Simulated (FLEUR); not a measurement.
Runs of FLEUR MaX-R8.1 (later development tree) on BN. Symmetry: P6_3/mmc, No. 194, hexagonal system. Conventional cell: a = 2.498 Å, b = 2.498 Å, c = 6.636 Å, α = 90.00°, β = 90.00°, γ = 120.00°. N (site symmetry -6m2) has 3 B at 1.44 Å as nearest neighbours. B (site symmetry -6m2) has 3 N at 1.44 Å as nearest neighbours. 

| level | lnonsphr | gap on the mesh (eV) |
| --- | --- | --- |
| PBEsol | N 8, B 8 | (a) |
| PBE | - | 4.28 |
| WC | - | 4.20 |
| r2SCAN | - | 4.86 |
| RPBE | - | 4.54 |
| LDA | N 8, B 8 | (b) |
| SCAN | - | 4.73 |

Alike in all rows: task band structure; potentials or basis all-electron, FLAPW; no spin polarisation; cell as given; k mesh 12 × 12 × 4; smearing fermi-dirac 0.05 eV; kmax 5.71 1/bohr.

Q: Fill in the values left out.

A: (a) 4.18; (b) 4.09.

Caveats: the meta-GGA is that of a development version, with a GGA for the radial functions and cores and without core tails (some runs); core charge leaks out of the spheres, which shifts energies (some runs).

A k mesh can miss the band edges.

Not every run made on this cell is shown here.
